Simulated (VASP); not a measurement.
# TiC (Fm-3m) in VASP: density of states with PBE

Aim: the density of states of TiC with PBE.

Everything below comes from runs of VASP 6.6.1. Logs are shortened: lines on timing, memory, paths and dates and some standing lists are left out, and cuts for length are marked.

### Step 1. Starting point

The structure is cubic, space group Fm-3m (No. 225). The conventional cell has a = 4.333 Å, b = 4.333 Å, c = 4.333 Å, α = 90.00°, β = 90.00°, γ = 90.00°. Ti (site symmetry m-3m) has 6 C at 2.17 Å as nearest neighbours. C (site symmetry m-3m) has 6 Ti at 2.17 Å as nearest neighbours.

### Step 2. Density of states, PBE

POSCAR reads:

```
TiC                                     
1.0
    0.0000000000      2.1666678281      2.1666678281
    2.1666678281      0.0000000000      2.1666678281
    2.1666678281      2.1666678281      0.0000000000
  Ti              C             
     1     1
Direct
     0.0000000000000000    0.0000000000000000    0.0000000000000000
     0.5000000000000000    0.5000000000000000    0.5000000000000000
```

INCAR.step1 reads:

```
ALGO     = Fast           # electronic algorithm
EDIFF    = 1E-7           # SCF threshold, eV
ENCUT    = 700            # plane-wave cutoff, eV
GGA      = PE             # functional
ISIF     = 2              # what is computed and relaxed
ISMEAR   = 0              # smearing method
LASPH    = T              # aspherical terms in the spheres
LCHARG   = T              # write CHGCAR
LMAXMIX  = 4              # l up to which the mixer works
LREAL    = F              # projectors in reciprocal space
LWAVE    = F              # write WAVECAR
NELM     = 60             # most SCF steps
PREC     = Accurate       # precision mode
SIGMA    = 0.1            # smearing width, eV
```

KPOINTS.step1 reads:

```
k-points
0
Gamma
  16 16 16
```

INCAR.step2 reads:

```
ALGO     = Fast           # electronic algorithm
EDIFF    = 1E-7           # SCF threshold, eV
ENCUT    = 700            # plane-wave cutoff, eV
GGA      = PE             # functional
ICHARG   = 11             # starting density
ISIF     = 2              # what is computed and relaxed
ISMEAR   = -5             # smearing method
LASPH    = T              # aspherical terms in the spheres
LCHARG   = F              # write CHGCAR
LMAXMIX  = 4              # l up to which the mixer works
LORBIT   = 10             # projections on sites
LREAL    = F              # projectors in reciprocal space
LWAVE    = F              # write WAVECAR
NEDOS    = 2001           # points of the DOS
NELM     = 60             # most SCF steps
PREC     = Accurate       # precision mode
SIGMA    = 0.1            # smearing width, eV
```

KPOINTS.step2 reads:

```
k-points
0
Gamma
  24 24 24
```

Potentials or basis: VASP PAW PBE potentials, release 64 (Ti_sv, C).

Launch:

```sh
> cat potpaw_PBE.64/Ti_sv/POTCAR potpaw_PBE.64/C/POTCAR > POTCAR
> cp INCAR.step1 INCAR
> cp KPOINTS.step1 KPOINTS
> mpirun -np 1 vasp_std > vasp.out
> cp INCAR.step2 INCAR
> cp KPOINTS.step2 KPOINTS
> mpirun -np 1 vasp_std > vasp.out
```

OUTCAR:

```text
EDIFF = 1E-7
   ENCUT = 700
   GGA = PE
   ICHARG = 11
   ISIF = 2
   ISMEAR = -5
   LASPH = T
   LORBIT = 10
   LREAL = F
   NELM = 60
   PREC = Accurate

 ion  position               nearest neighbor table
   1  0.000  0.000  0.000-   2 2.17   2 2.17   2 2.17   2 2.17   2 2.17   2 2.17
   2  0.500  0.500  0.500-   1 2.17   1 2.17   1 2.17   1 2.17   1 2.17   1 2.17

  LATTYP: Found a face centered cubic cell.
 ALAT       =     4.3333356562

  Lattice vectors:

 A1 = (   0.0000000000,   2.1666678281,   2.1666678281)
 A2 = (   2.1666678281,   0.0000000000,   2.1666678281)
 A3 = (   2.1666678281,   2.1666678281,   0.0000000000)

Analysis of symmetry for initial positions (statically):
=====================================================================
 Subroutine PRICEL returns:
 Original cell was already a primitive cell.

 Routine SETGRP: Setting up the symmetry group for a
 face centered cubic supercell.

 Subroutine GETGRP returns: Found 48 space group operations
 (whereof 48 operations were pure point group operations)
 out of a pool of 48 trial point group operations.

The static configuration has the point symmetry O_h .

Analysis of symmetry for dynamics (positions and initial velocities):
=====================================================================
 Subroutine PRICEL returns:
 Original cell was already a primitive cell.

 Routine SETGRP: Setting up the symmetry group for a
 face centered cubic supercell.

 Subroutine GETGRP returns: Found 48 space group operations
 (whereof 48 operations were pure point group operations)
 out of a pool of 48 trial point group operations.

The dynamic configuration has the point symmetry O_h .

 Subroutine INISYM returns: Found 48 space group operations
 (whereof 48 operations are pure point group operations),
 and found     1 'primitive' translations

----------------------------------------------------------------------------------------

                                     Primitive cell

  volume of cell :      20.3426

  direct lattice vectors                    reciprocal lattice vectors
     0.000000000  2.166667828  2.166667828    -0.230769107  0.230769107  0.230769107
     2.166667828  0.000000000  2.166667828     0.230769107 -0.230769107  0.230769107
     2.166667828  2.166667828  0.000000000     0.230769107  0.230769107 -0.230769107

  length of vectors
     3.064131028  3.064131028  3.064131028     0.399703818  0.399703818  0.399703818

  position of ions in fractional coordinates (direct lattice)
     0.000000000  0.000000000  0.000000000
     0.500000000  0.500000000  0.500000000

  ion indices of the primitive-cell ions
   primitive index   ion index
                 1           1
                 2           2

----------------------------------------------------------------------------------------

 KPOINTS: k-points

Automatic generation of k-mesh.
 Grid dimensions read from file:
 generate k-points for:   24   24   24

 Generating k-lattice:

  Cartesian coordinates                     Fractional coordinates (reciprocal lattice)
    -0.009615379  0.009615379  0.009615379     0.041666667  0.000000000  0.000000000
     0.009615379 -0.009615379  0.009615379     0.000000000  0.041666667  0.000000000
     0.009615379  0.009615379 -0.009615379     0.000000000  0.000000000  0.041666667

  Length of vectors
     0.016654326  0.016654326  0.016654326

  Shift w.r.t. Gamma in fractional coordinates (k-lattice)
     0.000000000  0.000000000  0.000000000

 TETIRR: Found   1864 inequivalent tetrahedra from    82944

 Subroutine IBZKPT returns following result:
 ===========================================

 Found    413 irreducible k-points:

 Following reciprocal coordinates:
            Coordinates               Weight
  0.000000  0.000000  0.000000      1.000000
  0.041667  0.000000  0.000000      8.000000
  0.083333  0.000000  0.000000      8.000000
  0.125000  0.000000  0.000000      8.000000
  0.166667  0.000000  0.000000      8.000000
  0.208333  0.000000  0.000000      8.000000
[... 16 lines left out ...]
  0.416667  0.041667  0.000000     24.000000
  0.458333  0.041667  0.000000     24.000000
 [... further k-points ...]
   k-points           NKPTS =    413   k-points in BZ     NKDIM =    413   number of bands    NBANDS=     12
   number of dos      NEDOS =   2001   number of ions     NIONS =      2
   total plane-waves  NPLWV =  21952
   dimension x,y,z NGX =    28 NGY =   28 NGZ =   28
   dimension x,y,z NGXF=    56 NGYF=   56 NGZF=   56
   ions per type =               1   1
   NGX,Y,Z   is equivalent  to a cutoff of  15.19, 15.19, 15.19 a.u.
   NGXF,Y,Z  is equivalent  to a cutoff of  30.38, 30.38, 30.38 a.u.
 SYSTEM =  unknown system
   PREC   = accura    normal or accurate (medium, high low for compatibility)
   ISTART =      0    job   : 0-new  1-cont  2-samecut
   ICHARG =     11    charge: 1-file 2-atom 10-const
   ISPIN  =      1    spin polarized calculation?
   LNONCOLLINEAR =      F non collinear calculations
   LSORBIT =      F    spin-orbit coupling
   LASPH  =      T    aspherical Exc in radial PAW
   ENCUT  =  700.0 eV  51.45 Ry    7.17 a.u.   6.61  6.61  6.61*2*pi/ulx,y,z
   NELM   =     60;   NELMIN=  2; NELMDL=  0     # of ELM steps
   EDIFF  = 0.1E-06   stopping-criterion for ELM
   LREAL  =      F    real-space projection
   EDIFFG = 0.1E-05   stopping-criterion for IOM
   NSW    =      0    number of steps for IOM
   IBRION =     -1    ionic relax: 0-MD 1-quasi-New 2-CG
   NFREE  =      0    steps in history (QN), initial steepest desc. (CG)
   ISIF   =      2    stress and relaxation
   ISYM   =      2    0-nonsym 1-usesym 2-fastsym
   POTIM  = 0.5000    time-step for ionic-motion
   TEBEG  =    0.0;   TEEND  =   0.0 temperature during run
   PSTRESS=    0.0 pullay stress
   NELECT =      16.0000    total number of electrons
   NUPDOWN=      -1.0000    fix difference up-down
   EMIN   =  10.00;   EMAX   =-10.00  energy-range for DOS
   EFERMI =   0.00;   METHOD = LEGACY
   ISMEAR =    -5;   SIGMA  =   0.10  broadening in eV -4-tet -1-fermi 0-gaus
   EFERMI_NEDOS =   21; number of points for ismear=-14 and -15
   IALGO  =     68    algorithm
   IMIX   =      4    mixing-type and parameters
     AMIX     =   0.40;   BMIX     =  1.00
     AMIX_MAG =   1.60;   BMIX_MAG =  1.00
  volume/ion in A,a.u.               =      10.17        68.64
  Fermi-wavevector in a.u.,A,eV,Ry     =   1.511167  2.855692 31.070618  2.283626
  Thomas-Fermi vector in A             =   2.621260
   LORBIT       =     10    0 simple, 1 ext, 2 COOP (PROOUT), +10 PAW based schemes
   GGA     = PE    functional components
   LHFCALC =     F    Hartree Fock is set to
   AEXX    =    0.0000 exact exchange contribution
   IVDW    =     0    specifies the selected vdW correction
   LEPSILON=     F    determine dielectric tensor
   LRPA    =     F    only Hartree local field effects (RPA)
 non-spin polarized calculation
 RMM-DIIS sequential band-by-band and
 Fermi weights with tetrahedron method with Bloechl corrections
  energy-cutoff  :      700.00
  volume of cell :       20.34
 maximum number of plane-waves:       881

 number of electron      16.0000001 magnetization

 Free energy of the ion-electron system (eV)
  ---------------------------------------------------
  ext. energy  EPLUGINS =         0.00000000
  ---------------------------------------------------
  free energy    TOTEN  =       -18.71293368 eV

  energy without entropy =      -18.71293368  energy(sigma->0) =      -18.71293368

 E-fermi :   9.4122     XC(G=0): -12.6908

 val. band max:        9.4344102039   @ k =   0.0833   0.0417   0.0000
 cond. band min:       9.4022643113   @ k =   0.1667   0.1667   0.0000
 fundamental gap:     -0.0321458925
 Fermi energy:         9.4121554942

 k-point     1 :       0.0000    0.0000    0.0000
  band No.  band energies     occupation
      1     -47.1976      2.00000
      2     -23.2226      2.00000
      3     -23.2226      2.00000
      4     -23.2226      2.00000
      5      -2.9950      2.00000
      6      10.0889      0.00000
      7      10.0889      0.00000
      8      10.0889      0.00000
      9      11.0707      0.00000
     10      11.0707      0.00000
     11      11.1042      0.00000
     12      11.1055      0.00000

 k-point     2 :       0.0417    0.0000    0.0000
  band No.  band energies     occupation
      1     -47.1963      2.00000
      2     -23.2314      2.00000
      3     -23.2235      2.00000
      4     -23.2235      2.00000
      5      -2.9557      2.00000
      6       9.8689     -0.02458
      7      10.0274      0.00000
      8      10.0274      0.00000
      9      10.5475      0.00000
     10      10.5475      0.00000
     11      11.1980      0.00000
     12      11.7475      0.00000

 k-point     3 :       0.0833    0.0000    0.0000
  band No.  band energies     occupation
      1     -47.1928      2.00000
      2     -23.2569      2.00000
      3     -23.2259      2.00000
      4     -23.2259      2.00000
      5      -2.8387      2.00000
      6       9.3794      1.34551
      7       9.6455      0.13196
      8       9.6455     -0.03091
      9      10.4041      0.00000
     10      10.4041      0.00000
     11      11.4237      0.00000
     12      12.4425      0.00000
[... 286 lines left out ...]
 k-point    23 :       0.4167    0.0417    0.0000
  band No.  band energies     occupation
      1     -47.1312      2.00000
      2     -23.6703      2.00000
      3     -23.2714      2.00000
      4     -23.2679      2.00000
      5      -0.0985      2.00000
      6       4.2967      2.00000
      7       6.6407      2.00000
      8       6.7569      2.00000
      9      11.9424      0.00000
     10      12.1692      0.00000
     11      13.1478      0.00000
     12      16.8744      0.00000

 k-point    24 :       0.4583    0.0417    0.0000
  band No.  band energies     occupation
      1     -47.1268      2.00000
      2     -23.6986      2.00000
      3     -23.2728      2.00000
      4     -23.2724      2.00000
      5       0.2531      2.00000
      6       3.8566      2.00000
      7       6.5365      2.00000
      8       6.6133      2.00000
      9      12.1369      0.00000
     10      12.2832      0.00000
     11      13.3493      0.00000
     12      17.3151      0.00000

 [... further k-points ...]

------------------------ aborting loop because EDIFF is reached ----------------------------------------

  FORCE on cell =-STRESS in cart. coord.  units (eV):
  Direction    XX          YY          ZZ          XY          YZ          ZX
  --------------------------------------------------------------------------------------
  -------------------------------------------------------------------------------------
  Total       -0.0062971     -0.0062971     -0.0062971      0.0000000     -0.0000000     -0.0000000
  in kB       -0.4959538     -0.4959538     -0.4959538      0.0000000     -0.0000000     -0.0000000
  external PRESSURE =      -0.4959538 kB  Pullay stress =       0.0000000 kB

 VOLUME and BASIS-vectors are now :
 -----------------------------------------------------------------------------
  energy-cutoff  :      700.00
  volume of cell :       20.34
      direct lattice vectors                 reciprocal lattice vectors
     0.000000000  2.166667828  2.166667828    -0.230769107  0.230769107  0.230769107
     2.166667828  0.000000000  2.166667828     0.230769107 -0.230769107  0.230769107
     2.166667828  2.166667828  0.000000000     0.230769107  0.230769107 -0.230769107

 POSITION                                       TOTAL-FORCE (eV/Angst)
 -----------------------------------------------------------------------------------
      0.00000      0.00000      0.00000         0.000000      0.000000     -0.000000
      2.16667      2.16667      2.16667         0.000000      0.000000      0.000000
 -----------------------------------------------------------------------------------
    total drift:                               -0.000000      0.000000      0.000000

  FREE ENERGIE OF THE ION-ELECTRON SYSTEM (eV)
  ---------------------------------------------------
  free  energy   TOTEN  =       -18.7129336755 eV

  energy  without entropy=      -18.7129336755  energy(sigma->0) =      -18.71293368

 total charge

# of ion       s       p       d       tot
------------------------------------------
    1        2.198   6.246   1.950  10.394
    2        0.894   1.505   0.000   2.399
--------------------------------------------------
tot          3.093   7.750   1.950  12.793
```

It took 5.7 min on 1 thread of Intel Xeon Platinum 8488C (Sapphire Rapids), shared host; peak memory 0.3 GiB.

What came out:

| Quantity | Value |
| --- | --- |
| Valence electrons inside the program's atomic spheres | Ti 10.39; C 2.40 |

States per cell in windows of 1 eV (zero at the Fermi level; states under -8 eV left out):
| from (eV) | total | Ti1_d | C2_p | Ti1_p | Ti1_s | C2_s | C2_d |
| --- | --- | --- | --- | --- | --- | --- | --- |
| -8.0 | 0.00 | 0.00 | 0.00 | 0.00 | 0.00 | 0.00 | 0.00 |
| -7.0 | 0.00 | 0.00 | 0.00 | 0.00 | 0.00 | 0.00 | 0.00 |
| -6.0 | 0.18 | 0.03 | 0.04 | 0.00 | 0.02 | 0.00 | 0.00 |
| -5.0 | 0.84 | 0.17 | 0.19 | 0.03 | 0.06 | 0.01 | 0.00 |
| -4.0 | 1.15 | 0.22 | 0.28 | 0.10 | 0.03 | 0.01 | 0.00 |
| -3.0 | 2.43 | 0.87 | 0.61 | 0.09 | 0.01 | 0.01 | 0.00 |
| -2.0 | 1.03 | 0.39 | 0.26 | 0.03 | 0.00 | 0.00 | 0.00 |
| -1.0 | 0.41 | 0.14 | 0.11 | 0.02 | 0.00 | 0.00 | 0.00 |
| 0.0 | 0.45 | 0.24 | 0.08 | 0.01 | 0.00 | 0.00 | 0.00 |
| 1.0 | 0.96 | 0.67 | 0.08 | 0.01 | 0.01 | 0.00 | 0.00 |
| 2.0 | 2.10 | 1.72 | 0.11 | 0.01 | 0.01 | 0.01 | 0.00 |
| 3.0 | 2.82 | 2.17 | 0.28 | 0.02 | 0.04 | 0.01 | 0.00 |
| 4.0 | 0.68 | 0.44 | 0.10 | 0.02 | 0.01 | 0.01 | 0.00 |
| 5.0 | 0.67 | 0.43 | 0.09 | 0.02 | 0.01 | 0.03 | 0.00 |
| 6.0 | 0.28 | 0.17 | 0.06 | 0.01 | 0.00 | 0.01 | 0.00 |
| 7.0 | 0.09 | 0.05 | 0.02 | 0.00 | 0.00 | 0.00 | 0.00 |

Caveat: tetrahedron occupations give inexact forces and stress in metals.
